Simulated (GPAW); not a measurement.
# AlNi3 (Pm-3m) in GPAW: notebook

The runs below take AlNi3 through single point, with PBEsol.

All numbers are computed with GPAW 26.7.0; they aren't measurements. Logs are shortened: lines on timing, memory, paths and dates and some standing lists are left out, and cuts for length are marked. The log counts tension as positive stress, the text compression.

## 1. The structure

Symmetry: Pm-3m, No. 221, cubic system. Conventional cell: a = 3.523 Å, b = 3.523 Å, c = 3.523 Å, α = 90.00°, β = 90.00°, γ = 90.00°. Around Ni (site symmetry 4/mmm) lie 8 Ni at 2.49 Å and 4 Al at 2.49 Å. Around Al (site symmetry m-3m) lie 12 Ni at 2.49 Å.

The cell is a database's computed one.

## 2. Single point, PBEsol

run.py reads:

```python
from ase import Atoms
from ase.dft.bandgap import bandgap
from ase.io import write
from ase.units import GPa
from gpaw import GPAW, PW, setup_paths

setup_paths.insert(0, '.')

atoms = Atoms(['Ni', 'Ni', 'Ni', 'Al'],
              cell=[[3.5230547267, 0.0, 0.0],
                    [0.0, 3.5230547267, 0.0],
                    [0.0, 0.0, 3.5230547267]],
              scaled_positions=[[0.5, 0.5, 0.0],
                                [0.5, 0.0, 0.5],
                                [0.0, 0.5, 0.5],
                                [0.0, 0.0, 0.0]],
              pbc=True)

calc = GPAW(mode=PW(600),
            xc='PBEsol',
            kpts={'size': (6, 6, 6), 'gamma': True},
            occupations={'name': 'fermi-dirac', 'width': 0.05},
            nbands=45,
            convergence={'density': 1e-05, 'energy': 1e-05},
            maxiter=150,
            txt='gpaw.txt')
atoms.calc = calc
energy = atoms.get_potential_energy()
forces = atoms.get_forces()
stress = atoms.get_stress()
calc.write('gs.gpw')
write('result.traj', atoms)
print(f'Energy: {energy:.6f} eV')
print('Forces (eV/A):')
print(forces.round(4))
print('Stress (GPa):', (stress / GPa).round(3))
print('Fermi level:', round(calc.get_fermi_level(), 4), 'eV')
print(f'Gap: {bandgap(calc)[0]:.4f} eV, direct: {bandgap(calc, direct=True)[0]:.4f} eV')
```

Potentials or basis: PAW data sets generated in the run's folder for this functional, pw.

Run with:

```console
gpaw-setup -f PBEsol Al Ni
OMP_NUM_THREADS=1 python run.py
```

gpaw.txt:

```text
__  _  _
 | _ |_)|_||  |
 |__||  | ||/\| - 26.7.0

Input parameters:
  mode=PW(ecut=600.0),
  convergence={'density': 1e-05, 'energy': 1e-05},
  kpts=MonkhorstPack(size=(6, 6, 6), gamma=True),
  maxiter=150,
  nbands=45,
  occupations=Occupations(name='fermi-dirac', width=0.05),
  xc=XC(name='PBEsol')

Diagonalizing LCAO Hamiltonian
Converting LCAO to pw mode
   .--------.
  /|        |
 * |        |
 |Ni        |
 | .-Ni-----.
 |/   Ni   /
 Al-------*

Atoms  # Å, Bohr magnetons
|   | symbol |        x |        y |        z |    initial magnetic moments |
|---|--------|----------|----------|----------|-----------------------------|
| 0 |     Ni | 1.761527 | 1.761527 | 0.000000 | ( 0.0000,  0.0000,  0.0000) |
| 1 |     Ni | 1.761527 | 0.000000 | 1.761527 | ( 0.0000,  0.0000,  0.0000) |
| 2 |     Ni | 0.000000 | 1.761527 | 1.761527 | ( 0.0000,  0.0000,  0.0000) |
| 3 |     Al | 0.000000 | 0.000000 | 0.000000 | ( 0.0000,  0.0000,  0.0000) |

Unit cell  # Å
| periodic |        x |        y |        z |  lengths |    angles |
|----------|----------|----------|----------|----------|-----------|
|      yes | 3.523055 | 0.000000 | 0.000000 | 3.523055 | 90.000000 |
|      yes | 0.000000 | 3.523055 | 0.000000 | 3.523055 | 90.000000 |
|      yes | 0.000000 | 0.000000 | 3.523055 | 3.523055 | 90.000000 |

Number of symmetries: 48
Symmetry operations  # r_c * U_cc + t_c -> r_c
|    | kind |            matrix            |
|----|------|------------------------------|
|  0 |  E   |  1, 0, 0,  0, 1, 0,  0, 0, 1 |
|  1 |  σ   |  1, 0, 0,  0, 1, 0,  0, 0,-1 |
|  2 |  σ   |  1, 0, 0,  0, 0, 1,  0, 1, 0 |
|  3 |  C4  |  1, 0, 0,  0, 0, 1,  0,-1, 0 |
|  4 |  C4  |  1, 0, 0,  0, 0,-1,  0, 1, 0 |
|  5 |  σ   |  1, 0, 0,  0, 0,-1,  0,-1, 0 |
|  6 |  σ   |  1, 0, 0,  0,-1, 0,  0, 0, 1 |
|  7 |  C2  |  1, 0, 0,  0,-1, 0,  0, 0,-1 |
|  8 |  σ   |  0, 1, 0,  1, 0, 0,  0, 0, 1 |
|  9 |  C2  |  0, 1, 0,  1, 0, 0,  0, 0,-1 |
| 10 |  C3  |  0, 1, 0,  0, 0, 1,  1, 0, 0 |
| 11 |  S6  |  0, 1, 0,  0, 0, 1, -1, 0, 0 |
| 12 |  S6  |  0, 1, 0,  0, 0,-1,  1, 0, 0 |
| 13 |  C3  |  0, 1, 0,  0, 0,-1, -1, 0, 0 |
| 14 |  C4  |  0, 1, 0, -1, 0, 0,  0, 0, 1 |
| 15 |  S4  |  0, 1, 0, -1, 0, 0,  0, 0,-1 |
| 16 |  C3  |  0, 0, 1,  1, 0, 0,  0, 1, 0 |
| 17 |  S6  |  0, 0, 1,  1, 0, 0,  0,-1, 0 |
| 18 |  σ   |  0, 0, 1,  0, 1, 0,  1, 0, 0 |
| 19 |  C4  |  0, 0, 1,  0, 1, 0, -1, 0, 0 |
| 20 |  C2  |  0, 0, 1,  0,-1, 0,  1, 0, 0 |
| 21 |  S4  |  0, 0, 1,  0,-1, 0, -1, 0, 0 |
| 22 |  S6  |  0, 0, 1, -1, 0, 0,  0, 1, 0 |
| 23 |  C3  |  0, 0, 1, -1, 0, 0,  0,-1, 0 |
| 24 |  S6  |  0, 0,-1,  1, 0, 0,  0, 1, 0 |
| 25 |  C3  |  0, 0,-1,  1, 0, 0,  0,-1, 0 |
| 26 |  C4  |  0, 0,-1,  0, 1, 0,  1, 0, 0 |
| 27 |  σ   |  0, 0,-1,  0, 1, 0, -1, 0, 0 |
| 28 |  S4  |  0, 0,-1,  0,-1, 0,  1, 0, 0 |
| 29 |  C2  |  0, 0,-1,  0,-1, 0, -1, 0, 0 |
| 30 |  C3  |  0, 0,-1, -1, 0, 0,  0, 1, 0 |
| 31 |  S6  |  0, 0,-1, -1, 0, 0,  0,-1, 0 |
| 32 |  C4  |  0,-1, 0,  1, 0, 0,  0, 0, 1 |
| 33 |  S4  |  0,-1, 0,  1, 0, 0,  0, 0,-1 |
| 34 |  S6  |  0,-1, 0,  0, 0, 1,  1, 0, 0 |
| 35 |  C3  |  0,-1, 0,  0, 0, 1, -1, 0, 0 |
| 36 |  C3  |  0,-1, 0,  0, 0,-1,  1, 0, 0 |
| 37 |  S6  |  0,-1, 0,  0, 0,-1, -1, 0, 0 |
| 38 |  σ   |  0,-1, 0, -1, 0, 0,  0, 0, 1 |
| 39 |  C2  |  0,-1, 0, -1, 0, 0,  0, 0,-1 |
| 40 |  σ   | -1, 0, 0,  0, 1, 0,  0, 0, 1 |
| 41 |  C2  | -1, 0, 0,  0, 1, 0,  0, 0,-1 |
| 42 |  C2  | -1, 0, 0,  0, 0, 1,  0, 1, 0 |
| 43 |  S4  | -1, 0, 0,  0, 0, 1,  0,-1, 0 |
| 44 |  S4  | -1, 0, 0,  0, 0,-1,  0, 1, 0 |
| 45 |  C2  | -1, 0, 0,  0, 0,-1,  0,-1, 0 |
[... 73 lines left out ...]
    Using partial waves for Ni as LCAO basis

  Al:
    name:    Aluminium
    Z:       13.0
    valence: 3
    core:    10
    charge:  0.0  # [|e|]
    compensation charges:
      type: gauss
      rc: 0.34  # [Å]
      lmax: 2
    cutoffs:
      filter: 1.91  # [Å]
      core: 2.36  # [Å]
    projectors
    | kind |    occ | energy [eV] | rcut [Å] |
    |------|--------|-------------|----------|
    |   3s |  2.000 |      -7.715 |    1.085 |
    |   3p |  1.000 |      -2.689 |    1.085 |
    |    s |        |      19.497 |    1.085 |
    |    p |        |      24.522 |    1.085 |
    |    d |        |       0.000 |    1.085 |

    Using partial waves for Al as LCAO basis

Reference energy: -130587.894217  # eV

eigensolver:
  PPCG
  Converge bands: occupied
  niter=2

density mixing:
  MSR1-Mixer
  Pratt-step length: 0.05
  Maximum mixing coefficient: 0.75
  Old densities: 10
  SVD Regularization: 0.005
  Good broyden scale: 1.0
  Trust region scale: 1.0
  Backstep threshold: 4.0
  History deletion threshold: 6.0
  Fourier metric: weight=20.0, sigma=0.015

occupation numbers:
  Fermi-Dirac:
    width: 0.0500  # eV

poisson solver:
  ecut: 4800.0  # eV

xc functional:
  name: PBEsol with 2 nearest neighbor stencil

convergence criteria:
- Maximum integral of absolute [dens]ity change: 1e-05 electrons / valence electron
- Maximum [total energy] change in last 3 cyles: 1e-05 eV / valence electron
- Maximum integral of absolute [eigenst]ate change: 4e-08 eV^2 / valence electron
maximum number of iterations: 150

SCF iterations
|iter     | |      energy | eigst |  dens |
|---------|-|-------------|-------|-------|
|iter:   1| |  -29.447983 | +0.63 |       |
|iter:   2| |  -29.534662 | -1.36 | -1.49 |
|iter:   3| |  -29.535532 | -3.05 | -1.67 |
|iter:   4| |  -29.596846 | -2.96 | -1.82 |
|iter:   5| |  -29.679093 | -2.46 | -2.07 |
|iter:   6| |  -29.695548 | -3.44 | -2.46 |
|iter:   7| |  -29.698995 | -3.95 | -2.71 |
|iter:   8| |  -29.698648 | -5.10 | -2.84 |
|iter:   9| |  -29.698655c| -7.15 | -3.93 |
|iter:  10| |  -29.698653c| -7.69c| -4.87 |
|iter:  11| |  -29.698653c| -8.00c| -5.52c|

Converged in 11 steps
Energy contributions relative to reference atoms: (reference = -130587.894217)

Energy contributions:
  Kinetic:          22.825356
  Coulomb:         -14.077865
  Zero:              0.228260
  External:          0.000000
  Xc:              -38.650744
  Entropy:          -0.047321
  Spinorbit:         0.000000
  ----------------------------
  Free energy:     -29.722314
  Extrapolated:    -29.698653

dipole moment: (-13.252443, -13.252443, -13.252443)  # |e|*Ang

Fermi level: 8.774
Eigenvalues  # (at kpt = [0.000, 0.000, 0.000])
| band index |      eig [eV] | occ [0-2] |
|------------|---------------|-----------|
|          0 |       -54.525 |     2.000 |
|        ... |               |           |
|         14 |         5.471 |     2.000 |
|         15 |         5.471 |     2.000 |
|         16 |         7.499 |     2.000 |
|         17 |         7.499 |     2.000 |
|         18 |         7.499 |     2.000 |
|         19 |         8.358 |     2.000 |
[... 8 lines left out ...]
|         28 |        15.651 |     0.000 |
|         29 |        15.651 |     0.000 |
|        ... |               |           |
|         44 |        34.897 |     0.000 |

No gap
No difference between direct/indirect transitions

Forces  # eV/Ang
|       x |       y |       z |
|---------|---------|---------|
| 0.00000 | 0.00000 | 0.00000 |  # Ni   0
| 0.00000 | 0.00000 | 0.00000 |  # Ni   1
| 0.00000 | 0.00000 | 0.00000 |  # Ni   2
| 0.00000 | 0.00000 | 0.00000 |  # Al   3

Stress tensor  # eV/Ang^3
|         x |         y |         z |
|-----------|-----------|-----------|
| -0.007699 |  0.000000 |  0.000000 |
|  0.000000 | -0.007699 |  0.000000 |
|  0.000000 |  0.000000 | -0.007699 |

# Writing to gs.gpw (mode='')
```

Run time: 22 s. Hardware: 1 thread of Arm Neoverse V2, shared host; peak memory 0.17 GiB.

What came out:

```
Free energy            : -29.7223 eV
Pressure               : 1.2 GPa
Band gap on the k mesh : none (metal or under the smearing width)
```

Caveat: the stock nickel data set gives pressures a few GPa off other programs.

## 3. Single point, PBEsol, collinear spin, ferromagnetic start

run.py: that of step 2 with these lines changed.

```diff
@@ -17,2 +17,3 @@
               pbc=True)
+atoms.set_initial_magnetic_moments([1.0, 1.0, 1.0, 0.0])
 
@@ -36,2 +37,3 @@
 print('Stress (GPa):', (stress / GPa).round(3))
+print('Moments:', calc.get_magnetic_moments().round(3))
 print('Fermi level:', round(calc.get_fermi_level(), 4), 'eV')
```

Potentials or basis: PAW data sets generated in the run's folder for this functional, pw.

Run with:

```console
gpaw-setup -f PBEsol Al Ni
OMP_NUM_THREADS=1 python run.py
```

gpaw.txt:

```text
__  _  _
 | _ |_)|_||  |
 |__||  | ||/\| - 26.7.0

Input parameters:
  mode=PW(ecut=600.0),
  convergence={'density': 1e-05, 'energy': 1e-05},
  kpts=MonkhorstPack(size=(6, 6, 6), gamma=True),
  maxiter=150,
  nbands=45,
  occupations=Occupations(name='fermi-dirac', width=0.05),
  xc=XC(name='PBEsol')

Diagonalizing LCAO Hamiltonian
Converting LCAO to pw mode
   .--------.
  /|        |
 * |        |
 |Ni        |
 | .-Ni-----.
 |/   Ni   /
 Al-------*

Atoms  # Å, Bohr magnetons
|   | symbol |        x |        y |        z |    initial magnetic moments |
|---|--------|----------|----------|----------|-----------------------------|
| 0 |     Ni | 1.761527 | 1.761527 | 0.000000 | ( 0.0000,  0.0000,  1.0000) |
| 1 |     Ni | 1.761527 | 0.000000 | 1.761527 | ( 0.0000,  0.0000,  1.0000) |
| 2 |     Ni | 0.000000 | 1.761527 | 1.761527 | ( 0.0000,  0.0000,  1.0000) |
| 3 |     Al | 0.000000 | 0.000000 | 0.000000 | ( 0.0000,  0.0000,  0.0000) |

Unit cell  # Å
| periodic |        x |        y |        z |  lengths |    angles |
|----------|----------|----------|----------|----------|-----------|
|      yes | 3.523055 | 0.000000 | 0.000000 | 3.523055 | 90.000000 |
|      yes | 0.000000 | 3.523055 | 0.000000 | 3.523055 | 90.000000 |
|      yes | 0.000000 | 0.000000 | 3.523055 | 3.523055 | 90.000000 |

Number of symmetries: 48
Symmetry operations  # r_c * U_cc + t_c -> r_c
|    | kind |            matrix            |
|----|------|------------------------------|
|  0 |  E   |  1, 0, 0,  0, 1, 0,  0, 0, 1 |
|  1 |  σ   |  1, 0, 0,  0, 1, 0,  0, 0,-1 |
|  2 |  σ   |  1, 0, 0,  0, 0, 1,  0, 1, 0 |
|  3 |  C4  |  1, 0, 0,  0, 0, 1,  0,-1, 0 |
|  4 |  C4  |  1, 0, 0,  0, 0,-1,  0, 1, 0 |
|  5 |  σ   |  1, 0, 0,  0, 0,-1,  0,-1, 0 |
|  6 |  σ   |  1, 0, 0,  0,-1, 0,  0, 0, 1 |
|  7 |  C2  |  1, 0, 0,  0,-1, 0,  0, 0,-1 |
|  8 |  σ   |  0, 1, 0,  1, 0, 0,  0, 0, 1 |
|  9 |  C2  |  0, 1, 0,  1, 0, 0,  0, 0,-1 |
| 10 |  C3  |  0, 1, 0,  0, 0, 1,  1, 0, 0 |
| 11 |  S6  |  0, 1, 0,  0, 0, 1, -1, 0, 0 |
| 12 |  S6  |  0, 1, 0,  0, 0,-1,  1, 0, 0 |
| 13 |  C3  |  0, 1, 0,  0, 0,-1, -1, 0, 0 |
| 14 |  C4  |  0, 1, 0, -1, 0, 0,  0, 0, 1 |
| 15 |  S4  |  0, 1, 0, -1, 0, 0,  0, 0,-1 |
| 16 |  C3  |  0, 0, 1,  1, 0, 0,  0, 1, 0 |
| 17 |  S6  |  0, 0, 1,  1, 0, 0,  0,-1, 0 |
| 18 |  σ   |  0, 0, 1,  0, 1, 0,  1, 0, 0 |
| 19 |  C4  |  0, 0, 1,  0, 1, 0, -1, 0, 0 |
| 20 |  C2  |  0, 0, 1,  0,-1, 0,  1, 0, 0 |
[... 152 lines left out ...]

convergence criteria:
- Maximum integral of absolute [dens]ity change: 1e-05 electrons / valence electron
- Maximum [total energy] change in last 3 cyles: 1e-05 eV / valence electron
- Maximum integral of absolute [eigenst]ate change: 4e-08 eV^2 / valence electron
maximum number of iterations: 150

SCF iterations
|iter     | |      energy | eigst |  dens |  magmom |
|---------|-|-------------|-------|-------|---------|
|iter:   1| |  -29.129271 | +0.63 |       |  +3.0045|
|iter:   2| |  -29.277481 | -1.33 | -1.15 |  +2.9015|
|iter:   3| |  -29.510420 | -2.89 | -1.24 |  +2.3342|
|iter:   4| |  -29.650350 | -2.62 | -1.34 |  +1.4878|
|iter:   5| |  -29.712001 | -2.89 | -1.78 |  +0.9782|
|iter:   6| |  -29.717399 | -3.79 | -2.14 |  +0.6710|
|iter:   7| |  -29.718368 | -4.90 | -2.54 |  +0.6763|
|iter:   8| |  -29.718338 | -5.11 | -2.76 |  +0.6659|
|iter:   9| |  -29.718008c| -5.79 | -3.13 |  +0.6617|
|iter:  10| |  -29.717982c| -7.63c| -4.02 |  +0.6621|
|iter:  11| |  -29.717971c| -8.06c| -4.66 |  +0.6618|
|iter:  12| |  -29.717955c| -8.59c| -4.96 |  +0.6611|
|iter:  13| |  -29.717952c| -8.95c| -5.46c|  +0.6609|

Converged in 13 steps
Energy contributions relative to reference atoms: (reference = -130587.894217)

Energy contributions:
  Kinetic:          23.013516
  Coulomb:         -14.234039
  Zero:              0.228095
  External:          0.000000
  Xc:              -38.711339
  Entropy:          -0.028371
  Spinorbit:         0.000000
  ----------------------------
  Free energy:     -29.732137
  Extrapolated:    -29.717952

dipole moment: (-13.253417, -13.253417, -13.253417)  # |e|*Ang

Total magnetic moment: (0.000000, 0.000000, 0.660940)

Local magnetic moments
|        x |        y |         z |
|----------|----------|-----------|
| 0.000000 | 0.000000 |  0.244070 |  # Ni   0
| 0.000000 | 0.000000 |  0.244070 |  # Ni   1
| 0.000000 | 0.000000 |  0.244070 |  # Ni   2
| 0.000000 | 0.000000 | -0.013089 |  # Al   3

Fermi level: 8.815
Eigenvalues  # (at kpt = [0.000, 0.000, 0.000])
| band index |      eig [eV] | occ [0-1] |      eig [eV] | occ [0-1] |
|------------|---------------|-----------|---------------|-----------|
|          0 |       -54.678 |     1.000 |       -54.382 |     1.000 |
|        ... |               |           |               |           |
|         15 |         5.340 |     1.000 |         5.596 |     1.000 |
|         16 |         7.389 |     1.000 |         7.602 |     1.000 |
|         17 |         7.389 |     1.000 |         7.602 |     1.000 |
|         18 |         7.389 |     1.000 |         7.602 |     1.000 |
|         19 |         8.264 |     1.000 |         8.445 |     0.999 |
|         20 |         8.264 |     1.000 |         8.445 |     0.999 |
[... 8 lines left out ...]
|         29 |        15.603 |     0.000 |        15.696 |     0.000 |
|         30 |        16.479 |     0.000 |        16.536 |     0.000 |
|        ... |               |           |               |           |
|         44 |        34.899 |     0.000 |        34.894 |     0.000 |

No gap
No difference between direct/indirect transitions

Forces  # eV/Ang
|       x |       y |       z |
|---------|---------|---------|
| 0.00000 | 0.00000 | 0.00000 |  # Ni   0
| 0.00000 | 0.00000 | 0.00000 |  # Ni   1
| 0.00000 | 0.00000 | 0.00000 |  # Ni   2
| 0.00000 | 0.00000 | 0.00000 |  # Al   3

Stress tensor  # eV/Ang^3
|         x |         y |         z |
|-----------|-----------|-----------|
| -0.008689 |  0.000000 |  0.000000 |
|  0.000000 | -0.008689 |  0.000000 |
|  0.000000 |  0.000000 | -0.008689 |

# Writing to gs.gpw (mode='')
```

stdout:

```text
Energy: -29.717952 eV
Forces (eV/A):
[[0. 0. 0.]
 [0. 0. 0.]
 [0. 0. 0.]
 [0. 0. 0.]]
Stress (GPa): [-1.392 -1.392 -1.392  0.     0.     0.   ]
Moments: [ 0.244  0.244  0.244 -0.013]
Fermi level: 8.8147 eV
Gap: 0.0000 eV, direct: 0.0000 eV
```

Wall time 48 s (1 thread of Arm Neoverse V2, shared host); peak memory 0.2 GiB.

What came out:

- Free energy: -29.7321 eV
- Pressure: 1.4 GPa
- Band gap on the k mesh: none (metal or under the smearing width)
- Net moment: 0.66 μB per cell
- Site moments: Ni +0.24; Al -0.01 μB

Caveat: the stock nickel data set gives pressures a few GPa off other programs.
